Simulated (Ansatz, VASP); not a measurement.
# Two plane-wave programs on KNbO3

File INCAR:

```
SYSTEM = KNbO3
  PREC = Accurate
  ENCUT = 520
  EDIFF = 1E-7
  ISMEAR = -1
  SIGMA = 0.05
  LREAL = .False.
  LASPH = .True.
  NELM = 100
  ALGO = Normal
  ISIF = 2
  LWAVE = .False.
  LCHARG = .False.
  GGA = PE
  NBANDS = 28
```

File KPOINTS:

```
regular mesh
0
Gamma
  7 7 7
  0 0 0
```

POSCAR

```
KNbO3
1.0
    3.9691804000      0.0000000000      0.0000000000
    0.0000000000      3.9691804000      0.0000000000
    0.0000000000      0.0000000000      4.0357307220
Nb K O
1 1 3
Direct
    0.5000000000      0.5000000000      0.5000000000
    0.0000000000      0.0000000000      0.0180000000
    0.0000000000      0.5000000000      0.5400000000
    0.5000000000      0.0000000000      0.5400000000
    0.5000000000      0.5000000000      0.0440000000
```

File input.yaml:

```yaml
crystal:
  lattice:
    - [3.9691804, 0.0, 0.0]
    - [0.0, 3.9691804, 0.0]
    - [0.0, 0.0, 4.035730722]
  atoms:
    - { symbol: Nb, position: [0.5, 0.5, 0.5] }
    - { symbol: K, position: [0.0, 0.0, 0.018] }
    - { symbol: O, position: [0.0, 0.5, 0.54] }
    - { symbol: O, position: [0.5, 0.0, 0.54] }
    - { symbol: O, position: [0.5, 0.5, 0.044] }
hamiltonian:
  xc: pbe
  pseudopotentials: { kind: paw }
kpoints:
  mp_grid: { grid: [7, 7, 7] }
scf:
  occupations: { method: fermi_dirac, width: 0.05 }
output:
  forces: true
  stress: true
  eigenvalues: true
```

Change from the starting cell: volume scaled by 0.98.

Alike in both runs: task single point; functional PBE; k mesh 7 × 7 × 7; occupations fermi-dirac, width 0.05 eV; no spin polarisation.

```csv
,VASP,Ansatz
version,VASP 6.6.1,Ansatz 0.2.0
potentials or method,"VASP PAW PBE potentials, release 64 (Nb_sv, K_sv, O)",Ansatz PAW
plane-wave cutoff (eV),520,420
valence electrons in the cell,40,40
```

Ansatz gave:

- gap on the k mesh at the Fermi level (eV): 1.73
- least direct gap on the mesh (eV): 2.49
- pressure (GPa): 7.2
- largest component of the traceless stress (GPa): 1.90
- rms of the force components (eV/Å): 0.145

Task: What did VASP give for the same quantities?

Result: gap on the k mesh at the Fermi level (eV): 1.70; least direct gap on the mesh (eV): 2.48; pressure (GPa): 7.1; largest component of the traceless stress (GPa): 1.95; rms of the force components (eV/Å): 0.151.

Atom by atom the forces differ by 0.008 eV/Å (rms over components).

Caveats: an odd mesh through Γ misses points on the zone boundary, where band edges often lie (VASP); odd divisions of the mesh miss points on the zone boundary, where band edges often lie, so the gap on the mesh can be too wide (Ansatz); the pressure holds a Pulay correction of +0.5 GPa for the finite cutoff (Ansatz).
